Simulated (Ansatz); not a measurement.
## HfN under changes of volume

One of the cells (11.518 Å³/atom); the others are scaled copies at fixed shape and fractional positions:

```
Hf N
1.0
     3.13391    0.00000    0.00000
    -1.56695    2.71404    0.00000
     0.00000    0.00000    5.41677
Hf N
2 2
Direct
  0.33333 0.66667 0.25000
  0.66667 0.33333 0.75000
  0.00000 0.00000 0.50000
  0.00000 0.00000 0.00000
```

The cell comes from a database or a generator and needn't be the stable form of this composition.

| Item | Value |
| --- | --- |
| Program | Ansatz 0.2.0 |
| Functional | PBE |
| Potentials or basis | Ansatz PAW |
| Cutoff | 420 eV (not typed: the program's choice for these potentials) |
| k mesh | 10 × 10 × 5 |
| Occupations | fermi-dirac, width 0.05 eV |
| Spin | no spin polarisation |

```tsv
volume (Å³/atom)	energy over the lowest point (meV/atom)	pressure (GPa)
10.827	?	?
11.057	39.44	18.6
11.288	17.58	12.0
11.518	4.71	6.0
11.749	0.00	0.7
11.979	2.65	-4.2
12.209	11.89	-8.6
```

What does the run at 10.827 Å³/atom give?

Energy over the lowest point 71.31 meV/atom; pressure 25.9 GPa.

Worked out: A Birch-Murnaghan fit of order 3 (a polynomial in V^(-2/3)) to the other rows has its minimum at 11.78 Å³/atom with B0 = V·E''(V) = 258 GPa and B' = 4.1 at fixed shape and positions, which overstates the stiffness. It gives 71.17 meV/atom at 10.827 Å³/atom, against the run's 71.31, and -dE/dV = 25.8 GPa, against 25.9.

Energies are extrapolated to zero smearing.
